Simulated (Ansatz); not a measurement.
Reactions of `CC(C)C(C)C(C)(C)C`.

Isolated molecules relaxed with PBE0-D4/def2-TZVP in Ansatz; ΔE leaves out vibrations. CBS: MP2 limit from def2 TZ/QZ plus the TZ coupled-cluster correction, frozen cores. This one scheme is used for every species, atoms too. For atomizations the MP2-based limit and the directly extrapolated one differ by several kJ/mol either way, and by 10 to 25 for some Ge, Se and Sn compounds, so smaller differences from it don't rank the levels. DFT in def2-TZVPP. No spin–orbit coupling; open shells (•) take unrestricted orbitals. Spin–orbit coupling would lower the free atoms: a little for C. Bonds to Mg, Se are less sure, by a few kJ/mol each and by 10 to 20 or more in all where they break to atoms, as the def2 sets lack core-valence functions. Scalar relativity is left out up to krypton. Each species was taken in one conformer, which may not be the lowest.

```
                                                                 reaction  PBE-D4 (kJ/mol)  CCSD/CBS(def2) (kJ/mol)
                              `CC(C)C(C)C(C)(C)C` → `CCC(C)C` + `C=C(C)C`               70                       73
          `CC(C)C(C)C(C)(C)C` + `[MgH2]` → `C[CH](C)[MgH]` + `CCC(C)(C)C`              -12                       -9
                                       `CC(C)C(C)C(C)(C)C` → 9 C• + 20 H•            11786                    11470
                        `CC(C)C(C)C(C)(C)C` + H₂ → `CC(C)CC(C)(C)C` + CH₄              -75                      -79
            `CC(C)C(C)C(C)(C)C` + `CC(C)C` → `CC(C)CC(C)C` + `CCC(C)(C)C`              -16                      -17
                                  `CC(C)C(C)C(C)(C)C` → `CC(C)CC(C)C(C)C`               -4                       -3
`CC(C)C(C)C(C)(C)C` + `O[SiH2][SeH]` → `CO[SiH2][SeH]` + `CC(C)CC(C)(C)C`               48                       51
                      `CC(C)C(C)C(C)(C)C` + H₂S → `CC(C)C(C)S` + `CC(C)C`              -14                       -7
               `CC(C)C(C)C(C)(C)C` → `CC(C)CC(C)(C)C` + `[CH2]` (triplet)              432                      417
                          `CC(C)C(C)C(C)(C)C` + H₂ → `CC(C)C` + `CCC(C)C`              -75                      -78
```

Q: Give the CCSD(T)/CBS values in the same order. (An estimate is asked.)

A: The calculation gave: 81, -5, 11604, -72, -14, 1, 55, -3, 431, -67 kJ/mol.

Largest T1 diagnostic: 0.011, for `[CH2]` (triplet).
